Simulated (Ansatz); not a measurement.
Relaxing Mg₂Si in the fluorite type

First guess:

```xyz
3
Lattice="0.0000 3.0519 3.0519 3.0519 0.0000 3.0519 3.0519 3.0519 0.0000" Properties=species:S:1:pos:R:3 pbc="T T T"
Si    0.0000    0.0000    0.0000
Mg    1.5260    1.5260    1.5260
Mg    4.5779    4.5779    4.5779
```

All numbers below come from Ansatz 0.2.0, DFT, PBE, PAW with Ansatz's default frozen-core files, scalar-relativistic.

Cell and atoms relax within the symmetry of the start on a 10×10×10 k mesh with 0.05 eV Fermi–Dirac smearing.

The start is built from a prototype, known or not as a phase of this compound; the cutoff is 420 eV.

What is the pressure of the first guess?

8.72 GPa.

What does it relax to?

a = 6.365 Å, b = 6.365 Å, c = 6.365 Å, α = 90.00°, β = 90.00°, γ = 90.00° (conventional cell), 21.49 Å³ per atom:
```xyz
3
Lattice="0.0000 3.1823 3.1823 3.1823 0.0000 3.1823 3.1823 3.1823 0.0000" Properties=species:S:1:pos:R:3 pbc="T T T"
Si    0.0000    0.0000    0.0000
Mg    1.5912    1.5912    1.5912
Mg    4.7735    4.7735    4.7735
```

How much energy does the relaxation release?

62 meV/atom.
